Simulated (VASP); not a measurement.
Write the native input for VASP 6.6.1 that does the following.

| Quantity | Value |
| --- | --- |
| Task | single point |
| Functional | PBE |
| Dispersion | D3(BJ) |
| Potentials or basis | VASP PAW PBE potentials, release 64 (C) |
| Cutoff | 520 eV |
| k mesh | 2 × 2 × 1 |
| Occupations | fermi-dirac, width 0.05 eV |
| Spin | no spin polarisation |
| Dipole correction | no |
| Further INCAR settings | LREAL = Auto; ALGO = Normal; EDIFF = 1e-06; NBANDS = 51 |

The structure of C lies in POSCAR:

```
C
1.0
    7.3980000000      0.0000000000      0.0000000000
   -3.6990000000      6.4068560000      0.0000000000
    0.0000000000      0.0000000000     12.0000000000
C
18
Direct
    0.0024775342      0.0049009998      0.0873000000
    0.2233028401      0.1131912439      0.0803250000
    0.0015979415      0.3353126713      0.0836500000
    0.2185545361      0.4430566256      0.0880583333
    0.0020897058      0.6654121772      0.0897666667
    0.2290806119      0.7827083986      0.0814416667
    0.3311073037      0.0046044425      0.0842916667
    0.5598662267      0.1187321831      0.0838083333
    0.3204367085      0.3254638469      0.0829916667
    0.5545907720      0.4388111735      0.0768833333
    0.3315840136      0.6650063619      0.0765250000
    0.5596320388      0.7715484787      0.0811250000
    0.6648136834     -0.0058687131      0.0793000000
    0.8967429585      0.1168435813      0.0820416667
    0.6653215976      0.3341576586      0.0804666667
    0.8858791017      0.4436965651      0.0860333333
    0.6648817176      0.6614476742      0.0868250000
    0.8880356196      0.7809914879      0.0891583333
```

The cell was built by a generator and needn't be a form met in nature.

One way to write it, as run:

INCAR

```
SYSTEM = C
PREC     = Accurate       ! precision mode
ENCUT    = 520            ! plane-wave cutoff, eV
EDIFF    = 1E-6           ! SCF threshold, eV
ISMEAR   = -1             ! smearing method
SIGMA    = 0.05           ! smearing width, eV
LREAL    = Auto         
LASPH    = .TRUE.         ! aspherical terms in the spheres
NELM     = 100            ! most SCF steps
ALGO     = Normal         ! electronic algorithm
ISIF     = 2              ! what is computed and relaxed
LWAVE    = .FALSE.        ! write WAVECAR
LCHARG   = .FALSE.        ! write CHGCAR
GGA      = PE             ! functional
IVDW     = 12             ! dispersion correction
NBANDS   = 51             ! bands
```

KPOINTS

```
Automatic mesh
0
G
  2 2 1
  0 0 0
```

Potentials or basis: VASP PAW PBE potentials, release 64 (C).

Run with:

```console
$ cat potpaw_PBE.64/C/POTCAR > POTCAR
$ mpirun -np 1 vasp_std > vasp.out
```

Results of the run:

```json
{
 "Largest force": "4.308 eV/Å",
 "Band gap on the k mesh": "0.08 eV",
 "Dispersion energy per atom": "-0.089 eV"
}
```

Caveat: the k mesh is coarse (spacing up to 0.49 Å⁻¹), so the values aren't converged.

Wall time 4.9 min on 1 thread of Intel(R) Xeon(R) Platinum 8259CL CPU @ 2.50GHz (Skylake/Cascade Lake) (shared host), peak memory 0.55 GiB.
